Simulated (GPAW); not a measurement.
# ZnO (zincite) (P6_3mc) in GPAW: further runs

Aim: see how the results for ZnO (zincite) move with the level of theory and the settings. Levels: RPBE, GLLB-SC. Tasks: dielectric tensor.

Program: GPAW 26.7.0. These are calculated values, not measurements. Logs are shortened: lines on timing, memory, paths and dates and some standing lists are left out, and cuts for length are marked. The log counts tension as positive stress, the text compression.

**Measured values to compare with.**

From “Electronic structure of alkaline earth and post-transition metal oxides”, 2009, arxiv:0908.1581, for a bulk crystal of ZnO: band gap 3.37 eV.

The runs below are set against these values where they give the same quantity.

**1. Starting point**

Symmetry: P6_3mc, No. 186, hexagonal system. Conventional cell: a = 3.249 Å, b = 3.249 Å, c = 5.206 Å, α = 90.00°, β = 90.00°, γ = 120.00°. Zn (site symmetry 3m) is surrounded by 4 O at 1.97 to 1.98 Å. O (site symmetry 3m) has 4 Zn at 1.97 to 1.98 Å as nearest neighbours.

**2. Dielectric tensor, RPBE**

The input, run.py:

```python
import numpy as np
from ase.dft.bandgap import bandgap
from ase.io import read, write
from gpaw import GPAW, PW
from gpaw.response.df import DielectricFunction

atoms = read('POSCAR')

calc = GPAW(mode=PW(650),
            xc='RPBE',
            kpts={'size': (8, 8, 4), 'gamma': True},
            occupations={'name': 'fermi-dirac', 'width': 0.001},
            nbands=31,
            convergence={'density': 1e-06},
            maxiter=150,
            txt='gpaw.txt')
atoms.calc = calc
energy = atoms.get_potential_energy()
calc.write('gs.gpw')
write('result.traj', atoms)
print(f'Energy: {energy:.6f} eV')
print('Fermi level:', round(calc.get_fermi_level(), 4), 'eV')
print(f'Gap: {bandgap(calc)[0]:.4f} eV, direct: {bandgap(calc, direct=True)[0]:.4f} eV')

for size in [(13, 13, 7)]:
    name = 'x'.join(str(n) for n in size)
    dense = calc.fixed_density(kpts={'size': size, 'gamma': True},
                               nbands=64, convergence={'bands': 58, 'eigenstates': 1e-7},
                               update_fermi_level=True, txt=f'dense-{name}.txt')
    dense.write(f'{name}.gpw', mode='all')
    df = DielectricFunction(f'{name}.gpw', frequencies=np.array([0.0]), hilbert=False, eta=0.001,
                            ecut=80, nbands=58, intraband=False, txt=f'df-{name}.txt')
    for xc in ['RPA']:
        for direction in ['x', 'y', 'z', [0, 1, 1], [1, 0, 1], [1, 1, 0]]:
            e0, e = df.get_macroscopic_dielectric_constant(xc=xc, direction=direction)
            print(f'{name} {xc} {direction}: {e0:.4f} without, {e:.4f} with local fields')
```

The input, POSCAR:

```
ZnO
1.0
    3.2493080000      0.0000000000      0.0000000000
   -1.6246540000      2.8139832727      0.0000000000
    0.0000000000      0.0000000000      5.2057090000
Zn O
2 2
Direct
    0.6666666667      0.3333333333      0.0000000000
    0.3333333333      0.6666666667      0.5000000000
    0.3333333333      0.6666666667      0.8790100000
    0.6666666667      0.3333333333      0.3790100000
```

Potentials or basis: the program's PAW data sets (release 1.2.1) made for this functional, pw.

The run is started by

```console
$ OMP_NUM_THREADS=1 python run.py
```

gpaw.txt:

```text
__  _  _
 | _ |_)|_||  |
 |__||  | ||/\| - 26.7.0

Input parameters:
  mode=PW(ecut=650.0),
  convergence={'density': 1e-06},
  kpts=MonkhorstPack(size=(8, 8, 4), gamma=True),
  maxiter=150,
  nbands=31,
  occupations=Occupations(name='fermi-dirac', width=0.001),
  xc=XC(name='RPBE')

Diagonalizing LCAO Hamiltonian
Converting LCAO to pw mode

        O

        Zn

           O

           Zn

Atoms  # Å, Bohr magnetons
|   | symbol |         x |        y |        z |    initial magnetic moments |
|---|--------|-----------|----------|----------|-----------------------------|
| 0 |     Zn |  1.624654 | 0.937994 | 0.000000 | ( 0.0000,  0.0000,  0.0000) |
| 1 |     Zn | -0.000000 | 1.875989 | 2.602854 | ( 0.0000,  0.0000,  0.0000) |
| 2 |      O | -0.000000 | 1.875989 | 4.575870 | ( 0.0000,  0.0000,  0.0000) |
| 3 |      O |  1.624654 | 0.937994 | 1.973016 | ( 0.0000,  0.0000,  0.0000) |

Unit cell  # Å
| periodic |         x |        y |        z |  lengths |     angles |
|----------|-----------|----------|----------|----------|------------|
|      yes |  3.249308 | 0.000000 | 0.000000 | 3.249308 |  90.000000 |
|      yes | -1.624654 | 2.813983 | 0.000000 | 3.249308 |  90.000000 |
|      yes |  0.000000 | 0.000000 | 5.205709 | 5.205709 | 120.000000 |

Number of symmetries: 6
Symmetry operations  # r_c * U_cc + t_c -> r_c
|   | kind |            matrix            |
|---|------|------------------------------|
| 0 |  σ   |  1, 1, 0,  0,-1, 0,  0, 0, 1 |
| 1 |  E   |  1, 0, 0,  0, 1, 0,  0, 0, 1 |
| 2 |  C3  |  0, 1, 0, -1,-1, 0,  0, 0, 1 |
| 3 |  σ   |  0,-1, 0, -1, 0, 0,  0, 0, 1 |
| 4 |  σ   | -1, 0, 0,  1, 1, 0,  0, 0, 1 |
| 5 |  C3  | -1,-1, 0,  1, 0, 0,  0, 0, 1 |

BZ-sampling:
  Number of BZ points: 256
  Number of IBZ points: 35

  Monkhorst-Pack size: [8, 8, 4]
  Monkhorst-Pack shift: [0.0625, 0.0625, 0.125]

K-points  # in reciprocal-cell coordinates
|     |                                coordinates |     weight |
|-----|--------------------------------------------|------------|
|   0 | (  0.00000000,   0.00000000,   0.00000000) | 0.00390625 |
|   1 | (  0.00000000,   0.00000000,   0.25000000) | 0.00781250 |
|   2 | (  0.00000000,   0.00000000,   0.50000000) | 0.00390625 |
|   3 | (  0.12500000,   0.00000000,  -0.25000000) | 0.02343750 |
|   4 | (  0.12500000,   0.00000000,   0.00000000) | 0.02343750 |
|   5 | (  0.12500000,   0.00000000,   0.25000000) | 0.02343750 |
|   6 | (  0.12500000,   0.00000000,   0.50000000) | 0.02343750 |
|   7 | (  0.25000000,  -0.12500000,   0.00000000) | 0.02343750 |
|   8 | (  0.25000000,  -0.12500000,   0.25000000) | 0.04687500 |
|   9 | (  0.25000000,  -0.12500000,   0.50000000) | 0.02343750 |
| ... |                                            |            |
|  34 | (  0.50000000,   0.50000000,   0.50000000) | 0.01171875 |

Plane wave coefficients: 1822
Cutoff: 650.0 eV

Spin-components: 1 (collinear spins)
Bands:           31
Projectors:      22
Spin-degeneracy: 2
Datatype:        complex128

Parallelization:
  kpt:    1
  domain: 1
  band:   1

Density:
  Valence electrons: 36.0
  Components: 1
  Grid points: [20 20 32]
  Charge: 0.0  # |e|

Potential:
  Grid points: [20 20 32]

species:
  Zn:
    name:    Zinc
    Z:       30.0
    valence: 12
    core:    18
    charge:  0.0  # [|e|]
    compensation charges:
      type: gauss
      rc: 0.37  # [Å]
      lmax: 2
    cutoffs:
      filter: 2.14  # [Å]
      core: 2.28  # [Å]
    projectors
    | kind |    occ | energy [eV] | rcut [Å] |
    |------|--------|-------------|----------|
    |   4s |  2.000 |      -5.882 |    1.286 |
    |   4p |  0.000 |      -1.115 |    1.270 |
    |   3d | 10.000 |     -10.078 |    1.180 |
    |    s |        |      21.329 |    1.286 |
    |    p |        |      26.096 |    1.270 |
    |    d |        |      17.133 |    1.180 |

    Using partial waves for Zn as LCAO basis

  O:
    name:    Oxygen
    Z:       8.0
    valence: 6
    core:    2
    charge:  0.0  # [|e|]
    compensation charges:
      type: gauss
      rc: 0.21  # [Å]
      lmax: 2
    cutoffs:
      filter: 1.17  # [Å]
      core: 0.83  # [Å]
    projectors
    | kind |    occ | energy [eV] | rcut [Å] |
    |------|--------|-------------|----------|
    |   2s |  2.000 |     -24.041 |    0.688 |
    |   2p |  4.000 |      -8.984 |    0.598 |
    |    s |        |       3.170 |    0.688 |
    |    p |        |      18.228 |    0.598 |
    |    d |        |       0.000 |    0.619 |

    Using partial waves for O as LCAO basis

Reference energy: -101820.179547  # eV

eigensolver:
  PPCG
  Converge bands: occupied
  niter=2

density mixing:
  MSR1-Mixer
  Pratt-step length: 0.05
  Maximum mixing coefficient: 0.75
  Old densities: 10
  SVD Regularization: 0.005
  Good broyden scale: 1.0
  Trust region scale: 1.0
  Backstep threshold: 4.0
  History deletion threshold: 6.0
  Fourier metric: weight=20.0, sigma=0.015

occupation numbers:
  Fermi-Dirac:
    width: 0.0010  # eV

poisson solver:
  ecut: 5200.0  # eV

xc functional:
  name: RPBE with 2 nearest neighbor stencil

convergence criteria:
- Maximum integral of absolute [dens]ity change: 1e-06 electrons / valence electron
- Maximum [total energy] change in last 3 cyles: 0.0005 eV / valence electron
- Maximum integral of absolute [eigenst]ate change: 4e-08 eV^2 / valence electron
maximum number of iterations: 150

SCF iterations
|iter     | |      energy | eigst |  dens |
|---------|-|-------------|-------|-------|
|iter:   1| |  -19.958288 | +0.37 |       |
|iter:   2| |  -19.032264 | -1.52 | -0.98 |
|iter:   3| |  -16.755210 | -0.42 | -1.03 |
|iter:   4| |  -16.765818 | -2.89 | -1.62 |
|iter:   5| |  -16.781410 | -2.37 | -1.87 |
|iter:   6| |  -16.781845c| -4.29 | -2.86 |
|iter:   7| |  -16.782158c| -4.83 | -3.18 |
|iter:   8| |  -16.782216c| -5.20 | -3.57 |
|iter:   9| |  -16.782216c| -6.87 | -4.39 |
|iter:  10| |  -16.782217c| -7.26 | -4.62 |
|iter:  11| |  -16.782217c| -7.67c| -5.03 |
|iter:  12| |  -16.782217c| -9.22c| -6.09c|

Converged in 12 steps
Energy contributions relative to reference atoms: (reference = -101820.179547)

Energy contributions:
  Kinetic:          44.590626
  Coulomb:         -38.651739
  Zero:              0.377590
  External:          0.000000
  Xc:              -23.098694
  Entropy:          -0.000000
  Spinorbit:         0.000000
  ----------------------------
  Free energy:     -16.782217
  Extrapolated:    -16.782217

dipole moment: (0.000000, 0.000000, -8.232314)  # |e|*Ang

Fermi level: 4.099
Eigenvalues  # (at kpt = [0.000, 0.000, 0.000])
| band index |      eig [eV] | occ [0-2] |
|------------|---------------|-----------|
|          0 |       -14.036 |     2.000 |
|        ... |               |           |
|         10 |        -0.204 |     2.000 |
|         11 |        -0.204 |     2.000 |
|         12 |         0.063 |     2.000 |
|         13 |         3.276 |     2.000 |
|         14 |         3.276 |     2.000 |
|         15 |         4.010 |     2.000 |
[... 8 lines left out ...]
|         24 |        18.307 |     0.000 |
|         25 |        18.310 |     0.000 |
|        ... |               |           |
|         30 |        24.154 |     0.000 |

Gap: 0.897 eV
Transition (v -> c):
  (s=0, k=0, n=17, [0.00, 0.00, 0.00]) -> (s=0, k=0, n=18, [0.00, 0.00, 0.00])
No difference between direct/indirect transitions
# Writing to gs.gpw (mode='')
```

Run time: 6.1 min. Hardware: 1 thread of Arm Neoverse V1, shared host; peak memory 0.63 GiB.

What came out:

```
Free energy                             : -16.7822 eV
Band gap on the k mesh                  : 0.90 eV, direct
Electronic dielectric tensor (diagonal) : 4.91, 4.91, 4.93
```

Electronic dielectric tensor:
```
4.91 0.00 0.00
0.00 4.91 0.00
0.00 0.00 4.93
```

Caveat: the long-wavelength limit can be off by several per cent where d states take part; an odd mesh through Γ misses points on the zone boundary, where band edges often lie.

**3. Dielectric tensor, GLLB-SC**

Changes to run.py since step 2:

```diff
@@ -9,3 +9,3 @@
 calc = GPAW(mode=PW(650),
-            xc='RPBE',
+            xc='GLLBSC',
             kpts={'size': (8, 8, 4), 'gamma': True},
@@ -20,3 +20,2 @@
 write('result.traj', atoms)
-print(f'Energy: {energy:.6f} eV')
 print('Fermi level:', round(calc.get_fermi_level(), 4), 'eV')
```

POSCAR is that of step 2.

Potentials or basis: the program's PAW data sets (release 1.2.1) made for this functional, pw.

The run is started by

```console
$ OMP_NUM_THREADS=1 python run.py
```

gpaw.txt:

```text
___ ___ ___ _ _ _
 |   |   |_  | | | |
 | | | | | . | | | |
 |__ |  _|___|_____|  26.7.0
 |___|_|

Input parameters:
  convergence: {density: 1e-06}
  kpts: {gamma: True,
         size: (8, 8, 4)}
  maxiter: 150
  mode: {ecut: 650.0,
         name: pw}
  nbands: 31
  occupations: {name: fermi-dirac,
                width: 0.001}
  xc: GLLBSC

System changes: positions, numbers, cell, pbc, initial_charges, initial_magmoms

Initialize ...

species:
  Zn:
    name:    Zinc
    Z:       30.0
    valence: 12
    core:    18
    charge:  0.0  # [|e|]
    compensation charges:
      type: gauss
      rc: 0.37  # [Å]
      lmax: 2
    cutoffs:
      filter: 2.14  # [Å]
      core: 2.23  # [Å]
    projectors
    | kind |    occ | energy [eV] | rcut [Å] |
    |------|--------|-------------|----------|
    |   4s |  2.000 |      -8.797 |    1.286 |
    |   4p |  0.000 |      -3.452 |    1.270 |
    |   3d | 10.000 |     -13.837 |    1.180 |
    |    s |        |      18.415 |    1.286 |
    |    p |        |      23.759 |    1.270 |
    |    d |        |      13.374 |    1.180 |

    Using partial waves for Zn as LCAO basis

  O:
    name:    Oxygen
    Z:       8.0
    valence: 6
    core:    2
    charge:  0.0  # [|e|]
    compensation charges:
      type: gauss
      rc: 0.21  # [Å]
      lmax: 2
    cutoffs:
      filter: 1.17  # [Å]
      core: 0.83  # [Å]
    projectors
    | kind |    occ | energy [eV] | rcut [Å] |
    |------|--------|-------------|----------|
    |   2s |  2.000 |     -28.986 |    0.688 |
    |   2p |  4.000 |     -13.358 |    0.598 |
    |    s |        |      -1.774 |    0.688 |
    |    p |        |      13.853 |    0.598 |
    |    d |        |       0.000 |    0.619 |

    Using partial waves for O as LCAO basis

Reference energy: -101711.697577  # eV

Spin-paired calculation

Convergence criteria:
 Maximum [total energy] change in last 3 cyles: 0.0005 eV / valence electron
 Maximum integral of absolute [dens]ity change: 1e-06 electrons / valence electron
 Maximum integral of absolute [eigenst]ate change: 4e-08 eV^2 / valence electron
 Maximum number of scf [iter]ations: 150
 (Square brackets indicate name in SCF output, whereas a 'c' in
 the SCF output indicates the quantity has converged.)

Symmetries present (total): 6

  ( 1  1  0)  ( 1  0  0)  ( 0  1  0)  ( 0 -1  0)  (-1  0  0)  (-1 -1  0)
  ( 0 -1  0)  ( 0  1  0)  (-1 -1  0)  (-1  0  0)  ( 1  1  0)  ( 1  0  0)
[... 26 lines left out ...]

Occupation numbers: Fermi-Dirac:
  width: 0.0010  # eV

Eigensolver
   Davidson(niter=2)

Densities:
  Coarse grid: 20*20*32 grid
  Fine grid: 40*40*64 grid
  Total Charge: 0.000000

Density mixing:
  Method: separate
  Backend: msr1
  Linear mixing parameter: 0.05
  old densities: 10
  Width of damping distribution: 1.1
  Damping of long wavelength oscillations: 20

Hamiltonian:
  XC and Coulomb potentials evaluated on a 40*40*64 grid
  Using the GLLBSC Exchange-Correlation functional
  External potential:
    NoExternalPotential

XC parameters: GLLBSC functional being used consists of
  -----------------------------------------------------------------------
  | Weight | Module     | Description                                   |
  -----------------------------------------------------------------------
  |  1.000 | SCREENING  | GGA_X_PBE_SOL with 2 nearest neighbor stencil |
  |  1.000 | RESPONSE   | eps=0.0500 eV                                 |
  |  1.000 | XC         | GGA_C_PBE_SOL with 2 nearest neighbor stencil |
  -----------------------------------------------------------------------

Number of atoms: 4
Number of atomic orbitals: 26
Number of bands in calculation: 31
Number of valence electrons: 36
Bands to converge: occupied

... initialized

Initializing position-dependent things.

Density initialized from atomic densities
Creating initial wave functions:
  26 bands from LCAO basis set
  5 bands from random numbers

        O

        Zn

           O

           Zn

Atomic positions and initial magnetic moments

Positions:
   0 Zn     1.624654    0.937994    0.000000    ( 0.0000,  0.0000,  0.0000)
   1 Zn    -0.000000    1.875989    2.602854    ( 0.0000,  0.0000,  0.0000)
   2 O     -0.000000    1.875989    4.575870    ( 0.0000,  0.0000,  0.0000)
   3 O      1.624654    0.937994    1.973016    ( 0.0000,  0.0000,  0.0000)

Unit cell:
           periodic     x           y           z      points  spacing
  1. axis:    yes    3.249308    0.000000    0.000000    20     0.1407
  2. axis:    yes   -1.624654    2.813983    0.000000    20     0.1407
  3. axis:    yes    0.000000    0.000000    5.205709    32     0.1627

  Lengths:   3.249308   3.249308   5.205709
  Angles:   90.000000  90.000000 120.000000

Effective grid spacing dv^(1/3) = 0.1549

iter:   1   -25.039606
iter:   2   -24.042634   -1.12  -0.98
iter:   3   -38.006679   -0.04  -1.00
iter:   4   -20.499775   -0.32  -0.92
iter:   5   -18.875579   -1.40  -1.04
iter:   6   -18.582729   -1.54  -1.51
iter:   7   -18.316922   -1.57  -1.43
iter:   8   -18.653026   -2.49  -1.80
iter:   9   -18.489581   -4.00  -2.62
iter:  10   -18.631964   -4.40  -2.54
iter:  11   -18.648025   -4.42  -2.80
iter:  12   -18.639239c  -5.52  -3.41
iter:  13   -18.626315   -6.22  -3.78
iter:  14   -18.627219c  -6.73  -3.73
iter:  15   -18.628907c  -6.33  -4.02
iter:  16   -18.629670c  -8.13c -4.62
iter:  17   -18.629648c  -8.92c -5.12
iter:  18   -18.629600c  -9.35c -5.53
iter:  19   -18.629633c  -9.89c -5.59
iter:  20   -18.629641c -10.75c -6.21c

Converged after 20 iterations.

Dipole moment: (-0.000000, 0.000000, 1.100431) |e|*Ang

Energy contributions relative to reference atoms: (reference = -101711.697577)

Kinetic:        +94.137249
Potential:      -83.446344
External:        +0.000000
XC:             -30.001584
Entropy (-ST):   -0.000000
Local:           +0.681037
SIC:             +0.000000
--------------------------
Free energy:    -18.629641
Extrapolated:   -18.629641

GLLBSC response reference energy: 1.08177 eV (from HOMO)

Showing only first 2 kpts
 Kpt  Band  Eigenvalues  Occupancy
  0    16      1.08174    2.00000
  0    17      1.08176    2.00000
  0    18      2.68718    0.00000
  0    19      7.10837    0.00000

  1    16      0.97306    2.00000
  1    17      0.97307    2.00000
  1    18      3.68442    0.00000
  1    19      6.55549    0.00000

Fermi level: 2.66948

Gap: 1.605 eV
Transition (v -> c):
  (s=0, k=0, n=17, [0.00, 0.00, 0.00]) -> (s=0, k=0, n=18, [0.00, 0.00, 0.00])
No difference between direct/indirect transitions
Writing to gs.gpw (mode='')
```

stdout:

```text
Fermi level: 2.6695 eV
Gap: 1.6054 eV, direct: 1.6054 eV
13x13x7 RPA x: 3.9473 without, 3.7823 with local fields
13x13x7 RPA y: 3.9473 without, 3.7823 with local fields
13x13x7 RPA z: 3.9690 without, 3.8166 with local fields
13x13x7 RPA [0, 1, 1]: 3.9581 without, 3.7995 with local fields
13x13x7 RPA [1, 0, 1]: 3.9581 without, 3.7995 with local fields
13x13x7 RPA [1, 1, 0]: 3.9473 without, 3.7823 with local fields
```

df-13x13x7.txt:

```text
FrequencyGridDescriptor(from 0.000 to 0.000 eV, 1 points)
FrequencyGridDescriptor(from 0.000 to 0.000 eV, 1 points)

Calculating chi0 body with:
    Ground state adapter containing:
    Number of spins: 1
    Number of kpoints: 1183
    Number of irreducible kpoints: 126
    Number of completely occupied states: 18
    Number of partially occupied states: 18

    Linear response parametrization:
    q_c: [0.0, 0.0, 0.0]
    Number of frequency points: 1
    Planewave cutoff: 80.0
    Number of bands: 58
    Number of planewaves: 85
    Broadening (eta): 0.001

Integrating chi0 body.

Symmetries of q_c:
    Direct symmetries (Uq -> q): 6
    Indirect symmetries (TUq -> q): 6
In total 12 allowed symmetries.

Integral kind: response function

Calculating chi0 optical extensions with:
    Ground state adapter containing:
    Number of spins: 1
    Number of kpoints: 1183
    Number of irreducible kpoints: 126
    Number of completely occupied states: 18
    Number of partially occupied states: 18

    Linear response parametrization:
    Number of frequency points: 1
    Planewave cutoff: 80.0
    Number of bands: 58
    Number of planewaves: 85
    Broadening (eta): 0.001
Integrating chi0 head and wings.

Symmetries of q_c:
    Direct symmetries (Uq -> q): 6
    Indirect symmetries (TUq -> q): 6
In total 12 allowed symmetries.

Integral kind: response function wings

Finished calculating chi0
```

Wall time 5.5 min (1 thread of Arm Neoverse V1, shared host); peak memory 0.63 GiB.

What came out:

* Band gap on the k mesh, Kohn-Sham part alone: 1.61 eV, direct
* Electronic dielectric tensor (diagonal): 3.78, 3.78, 3.82

Electronic dielectric tensor:
```
3.78 0.00 0.00
0.00 3.78 0.00
0.00 0.00 3.82
```

Caveat: a model potential gives levels but no total energy; the long-wavelength limit can be off by several per cent where d states take part; response on these states lacks terms of the Hamiltonian; an odd mesh through Γ misses points on the zone boundary, where band edges often lie.

**4. Against experiment**

Step 2. Against the measured gap of ZnO, 3.37 eV (quoted in “Electronic structure of alkaline earth and post-transition metal oxides”, 2009, arxiv:0908.1581), the calculated 0.90 eV is off by -2.47 eV. So large a miss can be the level of theory's own, or it may mean another phase, state or a wrong row. The value is that of RPBE on a finite k mesh, which can miss the band edges, without temperature or zero-point motion. Semilocal functionals fall short of measured gaps as a rule.

Step 3. The gap isn't set beside the measured one, since the derivative discontinuity is missing.
